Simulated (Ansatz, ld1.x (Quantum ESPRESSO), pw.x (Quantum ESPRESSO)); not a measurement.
## pw.x on bcc I: one setting changed

Potential: ultrasoft, ld1.x (Quantum ESPRESSO) 7.5, PBE; core [Kr], reference 4d10 5s2 5p5; waves: 5s (bound): rcut 1.50, rcutus 1.60 bohr; 5s channel at 2.95 Ry: rcut 1.50, rcutus 1.60 bohr; 5p (bound): rcut 2.05, rcutus 2.30 bohr; 5p channel at 0.05 Ry: rcut 2.05, rcutus 2.30 bohr; 4d (bound): rcut 1.40, rcutus 1.60 bohr; 4d channel at 0.75 Ry: rcut 1.40, rcutus 1.60 bohr; local part: all-electron potential smoothed inside 1.85 bohr (lloc = -1); core correction: Bessel-smoothed model core inside 1.45 bohr; augmentation: PSQ, inside the norm-conserving radii.

The reference run (k-mesh 11³, cutoffs 110/880 Ry, Fermi–Dirac 0.01 Ry, mixing_beta 0.4, conv_thr 1e-9, no spin) gives -0.08 GPa at 36.707 Å³/atom, where all-electron LAPW gives -0.14 GPa. This run, with its own iteration cap, changes nspin = 2 with starting_magnetization to -0.3.

```
&control
  calculation='scf', prefix='x', pseudo_dir='./', outdir='./tmp', tstress=.true., disk_io='none'
/
&system
  ibrav=0, nat=1, ntyp=1, ecutwfc=110, ecutrho=880, nbnd=17,
  occupations='smearing', smearing='fd', degauss=0.01, nspin=2, starting_magnetization(1)=-0.3
/
&electrons
  conv_thr=1e-09, mixing_beta=0.4, electron_maxstep=50
/
ATOMIC_SPECIES
I 1.0 I.UPF
CELL_PARAMETERS angstrom
  -2.09361249 2.09361249 2.09361249
  2.09361249 -2.09361249 2.09361249
  2.09361249 2.09361249 -2.09361249
ATOMIC_POSITIONS crystal
I 0.0000 0.0000 0.0000
K_POINTS automatic
11 11 11 0 0 0
```

```bash
pw.x < I.scf.in > I.scf.out
```

**Question.** How does the run end?

**Answer.** It converges in 13 iterations; the free energy moves by +0.0 meV/atom and the pressure by +0.00 GPa. The result is that of the reference run.

```
Message from routine setup:
     using ibrav=0 with symmetry is DISCOURAGED, use correct ibrav instead
     lattice parameter (alat)  =       6.8526  a.u.
     unit-cell volume          =     247.7111 (a.u.)^3
     number of electrons       =        17.00
     number of Kohn-Sham states=           17
     kinetic-energy cutoff     =     110.0000  Ry
     charge density cutoff     =     880.0000  Ry
     scf convergence threshold =      1.0E-09
     Exchange-correlation= PBE
     atomic species   magnetization
     number of k points=    56  Fermi-Dirac smearing, width (Ry)=  0.0100
     iteration #  1     ecut=   110.00 Ry     beta= 0.40
     total energy              =    -234.74079946 Ry
     estimated scf accuracy    <       0.37767481 Ry
     total magnetization       =    -0.99 Bohr mag/cell
     absolute magnetization    =     1.00 Bohr mag/cell
     iteration #  2     ecut=   110.00 Ry     beta= 0.40
     total energy              =    -234.81984003 Ry
     estimated scf accuracy    <       0.14078949 Ry
     total magnetization       =    -0.92 Bohr mag/cell
     absolute magnetization    =     0.92 Bohr mag/cell
     iteration #  3     ecut=   110.00 Ry     beta= 0.40
     total energy              =    -234.82539624 Ry
     estimated scf accuracy    <       0.00041225 Ry
     total magnetization       =    -0.52 Bohr mag/cell
     absolute magnetization    =     0.52 Bohr mag/cell
     [... 7 iterations left out ...]
     iteration # 11     ecut=   110.00 Ry     beta= 0.40
     total energy              =    -234.82988349 Ry
     estimated scf accuracy    <       0.00000001 Ry
     total magnetization       =    -0.00 Bohr mag/cell
     absolute magnetization    =     0.00 Bohr mag/cell
     iteration # 12     ecut=   110.00 Ry     beta= 0.40
     total energy              =    -234.82988345 Ry
     estimated scf accuracy    <          2.7E-09 Ry
     total magnetization       =    -0.00 Bohr mag/cell
     absolute magnetization    =     0.00 Bohr mag/cell
     iteration # 13     ecut=   110.00 Ry     beta= 0.40
     the Fermi energy is     6.7147 ev
!    total energy              =    -234.82988353 Ry
     estimated scf accuracy    <          2.8E-11 Ry
     smearing contrib. (-TS)   =      -0.00782191 Ry
     The total energy is F=E-TS. E is the sum of the following terms:
     one-electron contribution =    -135.69510260 Ry
     hartree contribution      =      70.50623954 Ry
     xc contribution           =     -36.71556668 Ry
     ewald contribution        =    -132.91763189 Ry
     total magnetization       =     0.00 Bohr mag/cell
     absolute magnetization    =     0.00 Bohr mag/cell
     convergence has been achieved in  13 iterations
          total   stress  (Ry/bohr**3)                   (kbar)     P=       -0.85
     Message from routine punch:
     Nothing written, as per user request (disk_io='none')
```

The run took about 3.4 min on one core of a shared host (Neoverse-V1, 32 threads, 247 GiB, load 14).
